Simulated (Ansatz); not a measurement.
The cell comes from COD entry 1534935, which wasn't checked; take it as a given geometry.

Input and log of a run on W: DFT, PBE, all-electron LAPW, scalar-relativistic (Ansatz 0.2.0).

Command: `ansatz run input.yaml --threads 1 --pin off --max-ram 2048MiB --backend cpu --events-out ev --progress --plain --runs-dir out` The run took 25 s on 1 thread of Arm Neoverse V2 (shared host), peak memory 0.37 GiB.

```yaml
crystal:
  lattice:
    - [0.0, 2.03, 2.03]
    - [2.03, 0.0, 2.03]
    - [2.03, 2.03, 0.0]
  atoms:
    - { symbol: W, position: [0.0, 0.0, 0.0] }
kpoints:
  mp_grid: { grid: [14, 14, 14] }
  band_path:
    path:
      - [0.0, 0.0, 0.0]
      - [0.5, 0.0, 0.5]
      - [0.625, 0.25, 0.625]
      - [0.375, 0.375, 0.75]
      - [0.0, 0.0, 0.0]
      - [0.5, 0.5, 0.5]
      - [0.5, 0.25, 0.75]
      - [0.5, 0.0, 0.5]
    npoints: 14
scf:
  occupations: { method: fermi_dirac, width: 0.05 }
hamiltonian:
  xc: pbe
  pseudopotentials: { kind: all_electron, lapw: { basis_error: 0.00025 } }
output:
  forces: true
  stress: true
  eigenvalues: true
  fatbands: true
  populations: true
  dos: { projected: true, de: 0.2, e_range: [-14, 8] }
```

What the program printed:

```
W: projections on atomic orbitals take those of the free atom 1s2 2s2 2p6 3s2 3p6 3d10 4s2 4p6 4d10 4f14 5s2 5p6 5d4 6s2, of charge +0.00 (hamiltonian.pseudopotentials.projection_atoms)
LAPW: plane waves up to 8.795 Å⁻¹, error target 2.5e-4 eV per atom; small_component_spin mean_spin; W in spheres of 1.435 Å, 44 of its electrons in bands, Dirac shells []
Engine: ansatz 0.2.0
Pseudopotentials: kind: all_electron
Pseudopotential: W, LAPW, valence charge 44, Koelling and Harmon's equation, gaussian nucleus
Functional definition: PBE
  parameter kappa = 0.804
  parameter beta = 0.06672455060314922
  exchange = pbe_x(kappa = kappa, mu = beta*pi^2/3)
  correlation = pbe_c(beta = beta)
Crystal: 1 atoms, lattice volume = 16.731 Å³
Basis set: ecut = 294.73627736639173 eV, 181 PW (Γ), exchange–correlation at level 2
Bands: 27, of which v1, the nominal top of the filled ones, is band 22 counted from 1 (21 counted from 0)
Symmetry: 48 space group operations
Space group: Fm-3m (ITA 225), of the structure as read, at distance tolerance 2.6e-5 Å
k-points: 104 of 2744
Non-local potential: W, projectors of the file, none
Initial density: superposition of atomic densities (chi_scale 0.1, normalization cell)
Initial wavefunctions: plane waves of lowest kinetic energy (no species holds an atomic orbital)
Functional: x = pbe(κ = 0.804, μ = 0.2195149727645171), c = pbe(β = 0.06672455060314922)
iter 1 solved again at ethr=1.89e-4 eV; its pass at ethr=1.00e-1 eV (dr2=8.30e-2 eV) is discarded
SCF iter   1: F=—  HF=-439201.936475 eV  |F-HF|=—  |Δ(HF+E_count)|=         —  Δρ=3.07e-2  dr2=8.34e-2  ethr=1.89e-4  ⟨swp⟩=3.0  Hψ=17277  notcnv=0
preconditioner: auto → Kerker (q_TF=auto, 3.205 Å⁻¹)  [metal: Δε(μ)=0.017 eV  Ē_g=31.072 eV  σ=0.050 eV  W_gap=0.09  n_scr=14 (ndim 8)  ℏωp=46.3 eV  f_vac=0.000  D(μ)=1.30/eV (n_scr^D=14)]
SCF iter   2: F=—  HF=-439201.754604 eV  |F-HF|=—  |Δ(HF+E_count)|=   1.82e-1  Δρ=1.54e-2  dr2=2.53e-2  ethr=1.89e-4  ⟨swp⟩=2.0  Hψ=8756  notcnv=0
SCF iter   3: F=—  HF=-439201.741908 eV  |F-HF|=—  |Δ(HF+E_count)|=   1.27e-2  Δρ=9.91e-3  dr2=1.18e-2  ethr=5.74e-5  ⟨swp⟩=2.0  Hψ=8052  notcnv=0
SCF iter   4: F=—  HF=-439201.738330 eV  |F-HF|=—  |Δ(HF+E_count)|=         —  Δρ=5.74e-3  dr2=4.55e-3  ethr=2.69e-5  ⟨swp⟩=2.0  Hψ=8148  notcnv=0
the basis was enlarged: its passes take 1.4 MiB over the memory plan, 1 of 1 planned eigensolver slots
iter 5 solved again at ethr=8.82e-7 eV; its pass at ethr=1.04e-5 eV (dr2=3.88e-4 eV) is discarded
SCF iter   5: F=—  HF=-439201.738478 eV  |F-HF|=—  |Δ(HF+E_count)|=   1.47e-4  Δρ=1.52e-3  dr2=3.87e-4  ethr=8.82e-7  ⟨swp⟩=2.0  Hψ=13864  notcnv=0
SCF iter   6: F=—  HF=-439201.738521 eV  |F-HF|=—  |Δ(HF+E_count)|=   4.29e-5  Δρ=3.62e-4  dr2=1.91e-5  ethr=8.80e-7  ⟨swp⟩=2.0  Hψ=8256  notcnv=0
SCF iter   7: F=—  HF=-439201.738520 eV  |F-HF|=—  |Δ(HF+E_count)|=   2.71e-7  Δρ=1.04e-4  dr2=1.88e-6  ethr=4.34e-8  ⟨swp⟩=2.0  Hψ=8256  notcnv=0
SCF iter   8: F=-439201.738520 eV  HF=-439201.738520 eV  |F-HF|=2.06e-8  |Δ(HF+E_count)|=   2.45e-7  Δρ=2.50e-5  dr2=9.69e-8  ethr=4.26e-9  ⟨swp⟩=2.0  Hψ=8256  notcnv=0
SCF 1 converged in 8 iterations: F = -439201.738520 eV  dr2 = 9.69e-8
NSCF: frozen V_eff on 99 k-points
SCF converged after 8 iterations
Free energy (F): -439201.738520 eV
Harris-Foulkes:  -439201.738520 eV  (|F-HF|=2.06e-8)
Internal energy: -439201.727865 eV  (E = F + TS)
E sigma→0 (E₀):  -439201.733193 eV
Entropy (-TS):   -0.010655 eV (-10.655 meV/atom)
Fermi energy:    26.997043 eV
--- Per-component energies (eV) ---
  E_band       = -4423.114557
  E_kinetic    = 491881.885523
  E_xc         = -8832.586856
  E_electrostatic = -922251.026532  (all electrons and nuclei)
  E_smearing   = -0.010655  (= −TS)
  E_closure    = 0.000000  (closes the sum)
  E_atoms      = -439190.788623  (free atoms, spherical and without spin; not in F)
  Σ components = -439201.738520   (vs F -439201.738520, Δ=0.00e0)
  Basis errors (estimates in eV, not in F): energy 5.4e-5 per atom: plane waves 4.5e-5 (2.3e-5 summed), levels above the bands 1.1e-111, relativity 1.2e-8, radial functions 9.7e-6, core shells 5.1e-9; eigenvalues (radial functions only) 1.2e-6; not estimated: angular momenta, meshes, grids; target (lapw.basis_error) 2.5e-4; muffin-tin radii W 1.435 Å
--- Forces (eV/Å), atoms counted from 1 ---
  atom   1  W     -0.00000000     0.00000000    -0.00000000
  max |Σ_I F_I| component: 2.17e-30 eV/Å
--- Stress (GPa, compression-positive) ---
       -4.566817      -0.000000       0.000000
       -0.000000      -4.566817       0.000000
        0.000000       0.000000      -4.566817
  P = ⅓ Tr σ = -4.5668 GPa (-45.668 kbar)
--- Band table (eV; the first three rows and the last of 104) ---
  k-point 0: bands = ["-390.5884", "-390.5884", "-390.5884", "-205.6590", "-205.6590", "-205.6365", "-205.6365", "-205.6365", "-46.6172", "-10.3155", "-10.3155", "-10.3155", "-0.8314", "-0.8314", "-0.8314", "-0.8169", "-0.7841", "-0.7841", "-0.7841", "18.1272", "26.4717", "26.4717", "26.4717", "29.5154", "29.5154", "39.7524", "44.8500"]
  k-point 1: bands = ["-390.5884", "-390.5884", "-390.5884", "-205.6590", "-205.6590", "-205.6365", "-205.6365", "-205.6365", "-46.6124", "-10.3723", "-10.3228", "-10.3228", "-0.8317", "-0.8305", "-0.8305", "-0.8155", "-0.7859", "-0.7859", "-0.7840", "18.3460", "26.3059", "26.5734", "26.5734", "29.4253", "29.4253", "40.1849", "43.9149"]
  k-point 2: bands = ["-390.5884", "-390.5884", "-390.5884", "-205.6590", "-205.6590", "-205.6365", "-205.6365", "-205.6365", "-46.5989", "-10.5293", "-10.3431", "-10.3431", "-0.8327", "-0.8278", "-0.8278", "-0.8116", "-0.7910", "-0.7910", "-0.7837", "18.9634", "25.9169", "26.8076", "26.8076", "29.2709", "29.2709", "41.1803", "42.5225"]
  k-point 103: bands = ["-390.5884", "-390.5884", "-390.5884", "-205.6590", "-205.6590", "-205.6365", "-205.6365", "-205.6365", "-46.4871", "-11.0911", "-10.9536", "-10.7202", "-0.8198", "-0.8164", "-0.8161", "-0.8153", "-0.8142", "-0.8122", "-0.7803", "23.2485", "24.4210", "25.7262", "28.4827", "32.6421", "36.9299", "36.9678", "37.9503"]
--- Löwdin populations: 1 site ---
  site symbol       q [e]
     0      W     73.8734
  spilling = 0.001711 (of n_electrons = 74.000000)
```
